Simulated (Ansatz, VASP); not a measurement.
# Cross-check of Ga3Sb3H8 (GaSb wire along [110], 6 atoms a period, H-terminated) between VASP and Ansatz

One calculation is typed for both programs; each brings its own data sets. How far apart do they land? The structure shown is the start of the Ansatz relaxation below; VASP solves that cell, so the two are compared at the walk's first step.

Main program and level: Ansatz 0.2.0; plane waves, with VASP 6.6.1 beside it; single point at PBE.

### Step 1. Starting point

The cell holds 14 atoms: 3 Sb, 8 H and 3 Ga. Cell: a = 13.380 Å, b = 14.049 Å, c = 4.391 Å, α = 90.0°, β = 90.0°, γ = 90.0°. Vacuum lies along a and b. The structure's axis is c.

### Step 2. Ansatz: relaxation, PBE

Ansatz runs on its PAW soft_1 files.

The two programs are compared at the cell with which this relaxation starts, whose forces are those of its first step.

File input.yaml:

```yaml
crystal:
  lattice:
    - [13.38, 0.0, 0.0]
    - [0.0, 14.049, 0.0]
    - [0.0, 0.0, 4.3911331112]
  atoms:
    - { symbol: Sb, position: [0.32962354, 0.499995414, 0.0] }
    - { symbol: H, position: [0.377477545, 0.748100699, 0.0] }
    - { symbol: Ga, position: [0.445654931, 0.656274619, 0.0] }
    - { symbol: Ga, position: [0.445654931, 0.343716209, 0.0] }
    - { symbol: H, position: [0.745895097, 0.499995414, 0.206211457] }
    - { symbol: H, position: [0.254110613, 0.499995414, 0.325398702] }
    - { symbol: Sb, position: [0.561686321, 0.656274619, 0.5] }
    - { symbol: Sb, position: [0.561686321, 0.343716209, 0.5] }
    - { symbol: H, position: [0.637199248, 0.757980721, 0.5] }
    - { symbol: H, position: [0.637199248, 0.242010107, 0.5] }
    - { symbol: Ga, position: [0.677717711, 0.499995414, 0.5] }
    - { symbol: H, position: [0.254110613, 0.499995414, 0.674601298] }
    - { symbol: H, position: [0.745895097, 0.499995414, 0.793788543] }
    - { symbol: H, position: [0.377477545, 0.251890129, 0.0] }
kpoints:
  mp_grid: { grid: [1, 1, 19] }
scf:
  occupations: { method: fermi_dirac, width: 0.05 }
hamiltonian:
  xc: pbe
  pseudopotentials: { kind: paw, azcp: { folder: soft_1 } }
relax:
  cell: { fix: [a, b, alpha, beta, gamma] }
  max_steps: 45
  f_tol: 0.03
```

Launch:

```bash
> ansatz run input.yaml --threads 4 --pin off --max-ram 16384MiB --backend cpu --events-out ev --progress --plain --runs-dir out
```

Numbers of over 12 decimals in the logs are rounded to 6 here.

What it wrote:

```text
Engine: ansatz 0.2.0, aarch64-unknown-linux-gnu
Pseudopotentials: kind: paw
Pseudopotential: Sb, paw, valence charge 15, recommended cutoff 420 eV (normal), soft_1/Sb.paw.azcp
Pseudopotential: H, paw, valence charge 1, recommended cutoff 420 eV (normal), soft_1/H.paw.azcp
Pseudopotential: Ga, paw, valence charge 13, recommended cutoff 420 eV (normal), soft_1/Ga.paw.azcp
Functional definition: PBE
  parameter kappa = 0.804
  parameter beta = 0.066725
  exchange = pbe_x(kappa = kappa, mu = beta*pi^2/3)
  correlation = pbe_c(beta = beta)
Crystal: 14 atoms, lattice volume = 825.426 Å³
Basis set: ecut = 420 eV, 16169 PW (Γ), exchange–correlation on 180×192×60 points (8 copies of the dense FFT grid, shifted against one another)
Bands: 60, of which v1, the nominal top of the filled ones, is band 46 counted from 1 (45 counted from 0)
Symmetry: 4 space group operations
Space group: Pmm2 (ITA 25), of the structure as read, at distance tolerance 9.4e-5 Å
k-points: 10 of 19
Non-local potential: Sb, projectors of the file, l = 0: 2, l = 1: 2, l = 2: 2, l = 3: 1
Non-local potential: H, projectors of the file, l = 0: 2, l = 1: 1
Non-local potential: Ga, projectors of the file, l = 0: 2, l = 1: 2, l = 2: 3, l = 3: 1
PAW form: soft (Blöchl's): semilocal exchange-correlation on the pseudo side does not see the compensation charge
PAW one-centre angular grid: Sb, 590 points (default); XC on 64 Gauss nodes
PAW one-centre angular grid: H, 110 points (default); XC on 64 Gauss nodes
PAW one-centre angular grid: Ga, 590 points (default); XC on 64 Gauss nodes
Initial density: superposition of atomic densities (neutral atoms: chi_scale 0, normalization atom)
Initial wavefunctions: pseudopotential atomic-orbital guess
Functional: x = pbe(κ = 0.804, μ = 0.219515), c = pbe(β = 0.066725)
SCF iter   1: F=—  HF=-30929.349747 eV  |F-HF|=—  |Δ(HF+E_count)|=         —  Δρ=3.04e-2  dr2=8.38e0  ethr=3.10e-3  ⟨swp⟩=7.6  Hψ=2723  notcnv=0  defer=9
preconditioner: auto → Resta (q_TF=auto, 1.893 Å⁻¹)  ε∞=1.6  [insulator: Δε(μ)=1.776 eV  Ē_g=13.305 eV  σ=0.050 eV  W_gap=1.00  n_scr=94 (ndim 8)  ℏωp=10.2 eV  f_vac=0.622  D(μ)=0.00/eV (n_scr^D=0)  ε∞_Penn≈1.6  vacuum switching on, ρ_ref=1.3e-2 e/Å³]
SCF iter   2: F=—  HF=-30926.984554 eV  |F-HF|=—  |Δ(HF+E_count)|=    2.37e0  Δρ=1.17e-2  dr2=1.28e0  ethr=3.10e-3  ⟨swp⟩=3.8  Hψ=973  notcnv=0  defer=81
SCF iter   3: F=—  HF=-30926.742613 eV  |F-HF|=—  |Δ(HF+E_count)|=   2.42e-1  Δρ=4.15e-3  dr2=3.41e-1  ethr=1.39e-3  ⟨swp⟩=4.1  Hψ=1217  notcnv=0  defer=79
SCF iter   4: F=—  HF=-30926.670019 eV  |F-HF|=—  |Δ(HF+E_count)|=   7.26e-2  Δρ=1.38e-3  dr2=2.10e-2  ethr=3.70e-4  ⟨swp⟩=4.0  Hψ=985  notcnv=0  defer=79
SCF iter   5: F=—  HF=-30926.669845 eV  |F-HF|=—  |Δ(HF+E_count)|=   1.74e-4  Δρ=4.74e-4  dr2=1.90e-3  ethr=2.29e-5  ⟨swp⟩=3.5  Hψ=956  notcnv=0  defer=74
SCF iter   6: F=—  HF=-30926.670139 eV  |F-HF|=—  |Δ(HF+E_count)|=   2.94e-4  Δρ=1.77e-4  dr2=2.71e-4  ethr=2.06e-6  ⟨swp⟩=2.0  Hψ=658  notcnv=0  defer=74
SCF iter   7: F=—  HF=-30926.670267 eV  |F-HF|=—  |Δ(HF+E_count)|=   1.28e-4  Δρ=5.52e-5  dr2=3.01e-5  ethr=2.94e-7  ⟨swp⟩=2.0  Hψ=686  notcnv=0  defer=74
SCF iter   8: F=—  HF=-30926.670223 eV  |F-HF|=—  |Δ(HF+E_count)|=   4.36e-5  Δρ=1.75e-5  dr2=2.74e-6  ethr=3.27e-8  ⟨swp⟩=2.0  Hψ=848  notcnv=0  defer=74
SCF iter   9: F=—  HF=-30926.670225 eV  |F-HF|=—  |Δ(HF+E_count)|=   1.97e-6  Δρ=5.56e-6  dr2=3.23e-7  ethr=2.98e-9  ⟨swp⟩=2.8  Hψ=948  notcnv=0  defer=74
SCF iter  10: F=-30926.670226 eV  HF=-30926.670226 eV  |F-HF|=2.07e-9  |Δ(HF+E_count)|=   4.80e-7  Δρ=2.41e-6  dr2=4.12e-8  ethr=1.09e-10  ⟨swp⟩=5.0  Hψ=2229  notcnv=0
SCF 1 converged in 10 iterations: F = -30926.670226 eV  dr2 = 4.12e-8
  greatest PAW one-centre occupation: 0.995 electrons in one spin orbital (limit 2), on the Sb atom at site 0 (counted from 0), in its partial waves of l = 2
relax step   1: F+E_penalty+E_count = -30926.67022565 eV  Δ(F+E_penalty+E_count) = +0.000e0 eV  max|allowed force component| = 1.242e0 eV/Å  Δτ_max = 0.0000 Å  P = -0.159 GPa  Ω = 825.426 Å³  fix = [a, b, alpha, beta, gamma]  reactions: a -0.395, b -0.343 GPa  (10 SCF iters, dr2 threshold 1.00e-7 eV, accepted)
[...]
relax step   4: F+E_penalty+E_count = -30927.38460039 eV  Δ(F+E_penalty+E_count) = -6.047e-3 eV  max|allowed force component| = 5.021e-2 eV/Å  Δτ_max = 0.0258 Å  P = +0.020 GPa  Ω = 846.199 Å³  energy of the carried Pulay correction = -2.485e-3 eV  fix = [a, b, alpha, beta, gamma]  reactions: a +0.005, b +0.019 GPa  (6 SCF iters, dr2 threshold 5.39e-7 eV, accepted)
[...]
relax step   5: F+E_penalty+E_count = -30927.38485150 eV  Δ(F+E_penalty+E_count) = -2.511e-4 eV  max|allowed force component| = 4.632e-3 eV/Å  Δτ_max = 0.0046 Å  P = +0.002 GPa  Ω = 847.542 Å³  energy of the carried Pulay correction = -2.643e-3 eV  fix = [a, b, alpha, beta, gamma]  reactions: a -0.004, b +0.002 GPa  (5 SCF iters, dr2 threshold 1.58e-7 eV, accepted)
[...]
relax step   6: F+E_penalty+E_count = -30927.38767906 eV  Δ(F+E_penalty+E_count) = -2.828e-3 eV  max|allowed force component| = 4.831e-3 eV/Å  Δτ_max = 0.0000 Å  P = +0.004 GPa  Ω = 847.542 Å³  fix = [a, b, alpha, beta, gamma]  reactions: a -0.003, b +0.003 GPa  stress off target by 1.21e-2 GPa on what of the cell is left free  SCF on the basis re-selected at this cell (its energy is not comparable with the rows above)  (7 SCF iters)
basis re-selected at this cell: Δ(F+E_penalty+E_count) = -2.828e-3 eV, ΔP = +0.002 GPa vs the last step (what re-selecting the basis moved, of the pressure what is left beyond the Pulay correction that the steps carried, after the strain that the cell walked since its last selection, with what the two solves' SCF thresholds leave and, on support functions, any second-order correction that the steps lacked; it is no measure of the basis error at this ecutwfc). The dense FFT grid was sized anew with the basis: this SCF ran on 90×96×32 points, the steps before it on 90×96×30, so part of this shift can come from that change (see relax.cell in the input reference). [rest of the remark cut]
SCF converged after 7 iterations
Free energy (F): -30927.387679 eV
Harris-Foulkes:  -30927.387679 eV  (|F-HF|=6.91e-11)
Internal energy: -30927.387679 eV  (E = F + TS)
E sigma→0 (E₀):  -30927.387679 eV
Fermi energy:    -1.740366 eV
--- Per-component energies (eV) ---
  E_band       = -1628.285937
  E_kinetic    = 924.517290
  E_local      = -32208.151467  (includes V_loc(G=0)·N_el)
  E_nonlocal   = 898.673701
  E_hartree    = 15793.656337
  E_xc         = -549.913886
  E_vxc        = -521.847786  (∫ρ·V_xc dr)
  E_paw        = -19616.365506  (= ΣΔE_a)
  E_vpaw       = -2308.782924  (= ΣTr[D̂ρ^β])
  E_aug_tail   = -0.007515  (compensation charges beyond the density's cutoff)
  E_ewald      = 3830.203366
  E_smearing   = -0.000000  (= −TS)
  E_closure    = -0.000000  (closes the sum)
  Σ components = -30927.387679   (vs F -30927.387679, Δ=0.00e0)
--- Forces (eV/Å), atoms counted from 1 ---
  atom   1  Sb     0.00218653    -0.00000000     0.00000000
  atom   2  H     -0.00003405    -0.00025976    -0.00000000
  atom   3  Ga     0.00011142     0.00132754     0.00000000
  atom   4  Ga     0.00011142    -0.00132754    -0.00000000
  atom   5  H      0.00133900    -0.00000000    -0.00140660
  atom   6  H      0.00013037    -0.00000000    -0.00284527
  atom   7  Sb    -0.00341943     0.00483132    -0.00000000
  atom   8  Sb    -0.00341943    -0.00483132    -0.00000000
  atom   9  H      0.00198261    -0.00350150     0.00000000
  atom  10  H      0.00198261     0.00350150     0.00000000
  atom  11  Ga    -0.00240680     0.00000000    -0.00000000
  atom  12  H      0.00013037    -0.00000000     0.00284527
  atom  13  H      0.00133900    -0.00000000     0.00140660
  atom  14  H     -0.00003405     0.00025976     0.00000000
  max |Σ_I F_I| component: 4.20e-7 eV/Å
--- Stress (GPa, compression-positive) ---
       -0.002795      -0.000000      -0.000000
       -0.000000       0.003170       0.000000
       -0.000000       0.000000       0.012065
  P = ⅓ Tr σ = 0.0041 GPa (0.041 kbar)
--- Relaxed structure (5 steps of the walk, 5 accepted, 1 SCFs on fresh bases) ---
  F+E_penalty+E_count = -30927.38767906 eV   max|allowed force component| = 4.831e-3 eV/Å   (the final SCF, on the basis selected at the relaxed cell)
  cell:  # Å, volume = 847.5421 Å³
    - [13.38, 0, 0]
    - [0, 14.049, 0]
    - [0, 0, 4.508788]
  atoms:
    - { symbol: Sb, position: [0.348151, 0.499995, 0] }
    - { symbol: H, position: [0.371721, 0.753957, 0] }
    - { symbol: Ga, position: [0.447342, 0.668955, 0] }
    - { symbol: Ga, position: [0.447342, 0.331036, 0] }
    - { symbol: H, position: [0.743248, 0.499995, 0.192665] }
    - { symbol: H, position: [0.261971, 0.499995, 0.280153] }
    - { symbol: Sb, position: [0.556500, 0.645485, 0.5] }
    - { symbol: Sb, position: [0.556500, 0.354505, 0.5] }
    - { symbol: H, position: [0.625309, 0.748494, 0.5] }
    - { symbol: H, position: [0.625309, 0.251497, 0.5] }
    - { symbol: Ga, position: [0.691060, 0.499995, 0.5] }
    - { symbol: H, position: [0.261971, 0.499995, 0.719847] }
    - { symbol: H, position: [0.743248, 0.499995, 0.807335] }
    - { symbol: H, position: [0.371721, 0.246034, 0] }
```

Reading the cycles: dr2 is the Hartree energy of the density residual (eV), the measure of convergence; HF is the Harris–Foulkes estimate of the energy, which meets the free energy F at convergence.

(Part 1 of 2 ends here.)

[Lines on the potential files, build, host, timing and source positions are cut from VASP's logs without a mark.]

[Logs are printed without paths, hosts, clocks, repeated set-up lines and the standing remarks that a program may print on its own settings, such as how far it seeks lower states.]

[Hosts, paths, dates, database ids (printed as entryN), source tags and the programs' standing remarks are cut or masked in the printed files.]
